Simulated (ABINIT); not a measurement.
# VO2 (P4_2/mnm) in ABINIT: single point with LDA

Aim: the single point of VO2 with LDA.

Everything below comes from runs of ABINIT 10.8.3 (patched build). Logs are shortened: lines on timing, memory, paths and dates and some standing lists are left out, and cuts for length are marked. The log counts tension as positive stress, the text compression.

### 1 The structure

It takes space group P4_2/mnm (No. 136, tetragonal). Conventional cell: a = 4.507 Å, b = 4.507 Å, c = 3.044 Å, α = 90.00°, β = 90.00°, γ = 90.00°. Around V (site symmetry mmm) lie 6 O at 1.91 to 1.99 Å. O (site symmetry m2m) is surrounded by 3 V at 1.91 to 1.99 Å.

The cell is a database's computed one.

### 2 Single point, LDA, collinear spin, ferromagnetic start

File run.abi:

```
# Pseudopotentials
pp_dirpath "./"
pseudos "V.LDA_PW-JTH.xml, O.LDA_PW-JTH.xml"

# Structure
acell 4.5072020454 4.5072020454 3.04445 Angstrom
rprim
     1.0000000000     0.0000000000     0.0000000000
     0.0000000000     1.0000000000     0.0000000000
     0.0000000000     0.0000000000     1.0000000000
ntypat 2
znucl 23 8
natom 6
typat 1 1 2 2 2 2
xred
     0.5000000000     0.5000000000     0.5000000000
     0.0000000000     0.0000000000     0.0000000000
     0.2003580000     0.7996420000     0.5000000000
     0.7996420000     0.2003580000     0.5000000000
     0.7003580000     0.7003580000     0.0000000000
     0.2996420000     0.2996420000     0.0000000000

# Plane-wave basis
ecut 625.861884 eV
pawecutdg 45.0

# k points
kptopt 1
ngkpt 2 2 4
nshiftk 1
shiftk 0.0 0.0 0.0

# Exchange and correlation
ixc 7

# Bands and occupations
nband 31
occopt 3
tsmear 0.05 eV

# Spin
nsppol 2
spinat
     0.0000000000     0.0000000000     2.0000000000
     0.0000000000     0.0000000000     2.0000000000
     0.0000000000     0.0000000000     0.0000000000
     0.0000000000     0.0000000000     0.0000000000
     0.0000000000     0.0000000000     0.0000000000
     0.0000000000     0.0000000000     0.0000000000

# SCF cycle
nstep 100
tolvrs 1.0e-9

# Output
iomode 3
prtwf 0
prtden 0
prteig 0
prtebands 0
```

Potentials or basis: JTH PAW LDA v2.0.

Command:

```console
abinit run.abi > log 2>&1
```

run.abo:

```text
.Version 10.8.3 of ABINIT
 Symmetries : space group P4_2/m n m (#136); Bravais tP (primitive tetrag.)
================================================================================
 Values of the parameters that define the memory need of the present run
     intxc =       0    ionmov =       0      iscf =      17    lmnmax =      18
     lnmax =       6     mgfft =      40  mpssoang =       3    mqgrid =    3001
     natom =       6  nloc_mem =       2    nspden =       2   nspinor =       1
    nsppol =       2      nsym =      16    n1xccc =       1    ntypat =       2
    occopt =       3   xclevel =       1
       mpw =        2198          nfft =       43200          nkpt =           9
 PAW method is used; the additional fine FFT grid is defined by:
   mgfftf=        54    nfftf =    104976
================================================================================
================================================================================

--------------------------------------------------------------------------------
------------- Echo of variables that govern the present computation ------------
--------------------------------------------------------------------------------
 -outvars: echo values of preprocessed input variables --------
            acell      8.5173774599E+00  8.5173774599E+00  5.7531767040E+00 Bohr
              amu      5.09415000E+01  1.59994000E+01
             ecut      2.30000000E+01 Hartree
              ixc           7
         kptrlatt        2    0    0      0    2    0      0    0    4
          kptrlen      1.70347549E+01
            natom           6
            nband          31
            ngfft          40      40      27
          ngfftdg          54      54      36
             nkpt           9
           nspden           2
           nsppol           2
            nstep         100
             nsym          16
           ntypat           2
           occopt           3
        pawecutdg      4.50000000E+01 Hartree
           prtden           0
        prtebands           0
           prteig           0
            prtwf           0
          spgroup         136
           spinat      0.0000000000E+00  0.0000000000E+00  2.0000000000E+00
                       0.0000000000E+00  0.0000000000E+00  2.0000000000E+00
                       0.0000000000E+00  0.0000000000E+00  0.0000000000E+00
                       0.0000000000E+00  0.0000000000E+00  0.0000000000E+00
                       0.0000000000E+00  0.0000000000E+00  0.0000000000E+00
                       0.0000000000E+00  0.0000000000E+00  0.0000000000E+00
           tolvrs      1.00000000E-09
           tsmear      1.83746611E-03 Hartree
            typat      1  1  2  2  2  2
           useylm           1
           xangst      2.2536010227E+00  2.2536010227E+00  1.5222250000E+00
                       0.0000000000E+00  0.0000000000E+00  0.0000000000E+00
                       9.0305398741E-01  3.6041480580E+00  1.5222250000E+00
                       3.6041480580E+00  9.0305398741E-01  1.5222250000E+00
[... 217 lines left out ...]

 Eigenvalues (hartree) for nkpt=   9  k points, SPIN DOWN:
 kpt#   1, nband= 31, wtk=  0.06250, kpt=  0.0000  0.0000  0.0000 (reduced coord)
  -2.14476   -2.14440   -1.19770   -1.19770   -1.19366   -1.19281   -1.19113   -1.19113
  -0.49342   -0.43954   -0.42193   -0.42193   -0.04579   -0.02204   -0.01032    0.03364
   0.03364    0.07579    0.07579    0.08160    0.14173    0.15645    0.15645    0.17388
   0.23128    0.23652    0.24076    0.24248    0.24248    0.31370    0.31805
      occupation numbers for kpt#   1
   1.00000    1.00000    1.00000    1.00000    1.00000    1.00000    1.00000    1.00000
   1.00000    1.00000    1.00000    1.00000    1.00000    1.00000    1.00000    1.00000
   1.00000    1.00000    1.00000    1.00000    1.00000    1.00000    1.00000    1.00000
   0.00085    0.00005    0.00000    0.00000    0.00000    0.00000    0.00000
 prteigrs : prtvol=0 or 1, do not print more k-points.

--- !EnergyTerms
iteration_state     : {dtset: 1, }
comment             : Components of total free energy in Hartree
kinetic             :  4.94754128445363E+01
hartree             :  5.01041360723328E+01
xc                  : -1.91153793364970E+01
Ewald energy        : -1.47095937854525E+02
psp_core            :  7.37795254198089E+00
local_psp           : -1.59048076368879E+02
PAW spherical_terms :  9.18045082989251E+00
internal            : -2.09121441271158E+02
'-kT*entropy'       : -1.18228485323911E-03
total_energy        : -2.09122623556011E+02
total_energy_eV     : -5.69051648235551E+03
...

--- !EnergyTermsDC
iteration_state     : {dtset: 1, }
comment             : '"Double-counting" decomposition of free energy'
band_energy         : -2.48882890514589E+01
Ewald energy        : -1.47095937854525E+02
psp_core            :  7.37795254198089E+00
xc_dc               : -4.45458618225188E+01
PAW spherical_terms :  3.06973764853673E-02
internal            : -2.09121438810036E+02
'-kT*entropy'       : -1.18228485323911E-03
total_energy_dc     : -2.09122621094889E+02
total_energy_dc_eV  : -5.69051641538497E+03
...

--- !EnergyTermsWithPAWCore
iteration_state     : {dtset: 1, }
comment             : 'Components of total free energy, including PAW core contributions'
Total energy        : -2.19427402607143E+03
Total energy DC     : -2.19427402361031E+03
Total energy (eV)   : -5.97092380529535E+04
Total energy DC (eV): -5.97092379859830E+04
...

 Cartesian components of stress tensor (hartree/bohr^3)
  sigma(1 1)=  5.20014891E-04  sigma(3 2)=  0.00000000E+00
  sigma(2 2)=  5.20014891E-04  sigma(3 1)=  0.00000000E+00
  sigma(3 3)=  1.21345140E-03  sigma(2 1)=  0.00000000E+00

-Cartesian components of stress tensor (GPa)         [Pressure= -2.2100E+01 GPa]
- sigma(1 1)=  1.52993663E+01  sigma(3 2)=  0.00000000E+00
- sigma(2 2)=  1.52993663E+01  sigma(3 1)=  0.00000000E+00
- sigma(3 3)=  3.57009727E+01  sigma(2 1)=  0.00000000E+00

== END DATASET(S) ==============================================================
================================================================================

 -outvars: echo values of variables after computation  --------
            acell      8.5173774599E+00  8.5173774599E+00  5.7531767040E+00 Bohr
           etotal     -2.0912262109E+02
            fcart     -1.4456028966E-19 -1.4456028966E-19 -0.0000000000E+00
                      -1.4456028966E-19 -1.4456028966E-19 -0.0000000000E+00
                      -3.4123329588E-03  3.4123329588E-03 -0.0000000000E+00
                       3.4123329588E-03 -3.4123329588E-03 -0.0000000000E+00
                      -3.4123329588E-03 -3.4123329588E-03 -0.0000000000E+00
                       3.4123329588E-03  3.4123329588E-03 -0.0000000000E+00
           strten      5.2001489126E-04  5.2001489126E-04  1.2134513982E-03
                       0.0000000000E+00  0.0000000000E+00  0.0000000000E+00
           xangst      2.2536010227E+00  2.2536010227E+00  1.5222250000E+00
                       0.0000000000E+00  0.0000000000E+00  0.0000000000E+00
                       9.0305398741E-01  3.6041480580E+00  1.5222250000E+00
                       3.6041480580E+00  9.0305398741E-01  1.5222250000E+00
                       3.1566550101E+00  3.1566550101E+00  0.0000000000E+00
                       1.3505470353E+00  1.3505470353E+00  0.0000000000E+00
             xred      5.0000000000E-01  5.0000000000E-01  5.0000000000E-01
                       0.0000000000E+00  0.0000000000E+00  0.0000000000E+00
                       2.0035800000E-01  7.9964200000E-01  5.0000000000E-01
                       7.9964200000E-01  2.0035800000E-01  5.0000000000E-01
                       7.0035800000E-01  7.0035800000E-01  0.0000000000E+00
                       2.9964200000E-01  2.9964200000E-01  0.0000000000E+00
 Calculation completed.
```

Run time: 38 s. Hardware: 1 thread of Arm Neoverse V2, shared host; peak memory 0.13 GiB.

What came out:

* Free energy: -5690.5164 eV
* Pressure: -22.1 GPa
* Largest force: 0.248 eV/Å
* Band gap on the k mesh: none (metal or under the smearing width)
* Net moment: 2.00 μB per cell
* Site moments: V +1.03; O -0.05 μB

Forces on the atoms (eV/Å):
```
V    0.000  0.000  0.000
V    0.000  0.000  0.000
O   -0.175  0.175  0.000
O    0.175 -0.175  0.000
O   -0.175 -0.175  0.000
O    0.175  0.175  0.000
```

Stress tensor (GPa, compression positive):
```
-15.30   0.00   0.00
  0.00 -15.30   0.00
  0.00   0.00 -35.70
```

Caveat: the k mesh is coarse (spacing up to 0.70 Å⁻¹), so the values aren't converged; so large a pressure means that the cell lies far from this level's equilibrium, or that cutoff or potentials fall short; semilocal functionals often make such compounds metallic where correlation or magnetic order opens a gap, which also shifts bond lengths; the atomic spheres overlap. With open d or f shells a metallic result of LDA can be an artefact of self-interaction; +U or a hybrid may open a gap.
